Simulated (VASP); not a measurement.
**NaCl (rocksalt): gaps by functional in VASP**

```
Na Cl
1.0
     0.00000    2.80270    2.80270
     2.80270    0.00000    2.80270
     2.80270    2.80270    0.00000
Na Cl
1 1
Cartesian
  0.0000 0.0000 0.0000
  2.8027 2.8027 2.8027
```

All runs share this cell. Band v is the last that the valence electrons fill when counted band by band, and c is the next. A negative gap between them is a band overlap, as in a metal.

| level | gap (eV) | least direct gap (eV) | pressure (GPa) |
| --- | --- | --- | --- |
| PBE | 5.18 | 5.18 | 1.2 |
| r²SCAN | 6.00 | 6.00 | -0.1 |
| LDA | 4.77 | 4.77 | -2.1 |
| PBEsol | 5.00 | 5.00 | 0.0 |
| HSE06 | 6.55 | 6.55 | 0.7 |
| PBE0 | 7.27 | 7.27 | 0.6 |
